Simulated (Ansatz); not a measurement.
## NaH (NiAs type): zone-centre phonons and dielectric response

Perturbation theory with PBEsol in Ansatz 0.2.0 on the PBEsol cell, ground state and force constants on a 9×9×4 mesh. No spin polarisation. The prototype was imposed, so other structures may be more stable.

The symmetry is P6_3/mmc (No. 194, hexagonal); conventional cell a = 3.314 Å, c = 5.842 Å, 13.89 Å³ an atom. Na is surrounded by 6 H at 2.41 Å; H is surrounded by 6 Na at 2.41 Å.

```cif
data_structure
_symmetry_space_group_name_H-M 'P6_3/mmc'
_symmetry_Int_Tables_number 194
_cell_length_a 3.3142
_cell_length_b 3.3142
_cell_length_c 5.8424
_cell_angle_alpha 90.000
_cell_angle_beta 90.000
_cell_angle_gamma 120.000
_cell_volume 55.57
loop_
_atom_site_label
_atom_site_type_symbol
_atom_site_symmetry_multiplicity
_atom_site_Wyckoff_symbol
_atom_site_fract_x
_atom_site_fract_y
_atom_site_fract_z
_atom_site_occupancy
Na1 Na 2 a 0.00000 0.00000 0.00000 1
H1 H 2 c 0.33333 0.66667 0.25000 1
```

Optical modes without the longitudinal term:

| ω (cm⁻¹) | degeneracy | IR intensity, summed over the level ((D/Å)²/amu) |
| --- | --- | --- |
| 73 | 2 | 0.00 |
| 268 | 1 | 0.00 |
| 497 | 2 | 87.49 |
| 528 | 1 | 44.70 |
| 546 | 2 | 0.00 |
| 881 | 1 | 0.00 |

The zone-centre optical frequencies run from 73 to 881 cm⁻¹, none imaginary (the rest of the zone wasn't tested). With the long-range field the highest mode reaches 898 cm⁻¹. Of the real levels 2 are infrared active, the strongest at 497 cm⁻¹.

ε∞: 3.24 along x and y, 3.25 along z. With the ions relaxed, ε⁰ is 10.0 along x and y, 9.4 along z. Born charges, averaged over directions: Na +0.96, H -0.96 e.

For comparison, on the r2SCAN cell the mean ε∞ is 2.87 with r2SCAN (ground state on 9×9×4; least gap 3.98 eV), 3.12 with PBE (ground state on 9×9×4; least gap 3.39 eV).
